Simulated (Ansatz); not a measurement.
Zinc-blende ZnTe was calculated with PBEsol-D3(BJ) in Ansatz (PAW).

Output (set-up and result lines):

```
Crystal: 2 atoms, lattice volume = 56.998 Å³
Basis set: ecut = 520 eV, 1471 PW (Γ), exchange–correlation on 72×72×72 points (8 copies of the dense FFT grid, shifted against one another)
Bands: 18, of which v1, the nominal top of the filled ones, is band 14 counted from 1 (13 counted from 0)
Symmetry: 24 space group operations
Space group: F-43m (ITA 216), of the structure as read, at distance tolerance 3.8e-5 Å
k-points: 47 of 1000 (time reversal used)
Functional: x = pbesol(κ = 0.804, μ = 0.12345679012345678), c = pbesol(β = 0.046)
SCF iter   1: F=—  HF=-10183.875766 eV  |F-HF|=—  |Δ(HF+E_count)|=         —  Δρ=3.03e-3  dr2=5.53e-3
SCF iter   2: F=—  HF=-10183.873334 eV  |F-HF|=—  |Δ(HF+E_count)|=   2.43e-3  Δρ=1.24e-3  dr2=5.88e-4
  ...
SCF iter   7: F=—  HF=-10183.873295 eV  |F-HF|=—  |Δ(HF+E_count)|=   1.92e-8  Δρ=8.92e-7  dr2=3.84e-10
SCF iter   8: F=-10183.873295 eV  HF=-10183.873295 eV  |F-HF|=4.37e-11  |Δ(HF+E_count)|=  6.73e-10  Δρ=2.42e-7  dr2=4.02e-11
SCF 1 converged in 8 iterations: F = -10183.873295 eV  dr2 = 4.02e-11
SCF converged after 8 iterations
Free energy (F): -10183.873295 eV
Internal energy: -10183.873295 eV  (E = F + TS)
E sigma→0 (E₀):  -10183.873295 eV
Fermi energy:    7.383071 eV
--- Forces (eV/Å), atoms counted from 1 ---
  atom   1  Zn     0.00000000    -0.00000000     0.00000000
  atom   2  Te    -0.00000000     0.00000000    -0.00000000
--- Stress (GPa, compression-positive) ---
       -2.830253       0.000000      -0.000000
        0.000000      -2.830253       0.000000
        0.000000       0.000000      -2.830253
  P = ⅓ Tr σ = -2.8303 GPa (-28.303 kbar)
```

Write an input file that could have produced this run (the log leaves some choices open).

One answer among several that fit: 
Ansatz 0.2 input:
```yaml
crystal:
  lattice:
    - [0.0, 3.0545268842, 3.0545268842]
    - [3.0545268842, 0.0, 3.0545268842]
    - [3.0545268842, 3.0545268842, 0.0]
  atoms:
    - { symbol: Zn, position: [0.0, 0.0, 0.0] }
    - { symbol: Te, position: [0.25, 0.25, 0.25] }
basis:
  ecutwfc: 520
  ecutrho_ratio: 4
  xc_grid: 2
kpoints:
  mp_grid: { grid: [10, 10, 10] }
hamiltonian:
  xc: pbesol
  dispersion: d3bj
  pseudopotentials: { kind: paw }
scf:
  occupations: { method: fermi_dirac, width: 0.01 }
  convergence: { dr2_threshold: 0.0000000002 }
output:
  forces: true
  stress: true
  eigenvalues: true
```

The cell is one volume of an energy–volume scan, off the minimum.

The PAW data were made under PBE.

Computing time: about 7 core-seconds (a rough figure).

Ansatz is a program for electronic structure.
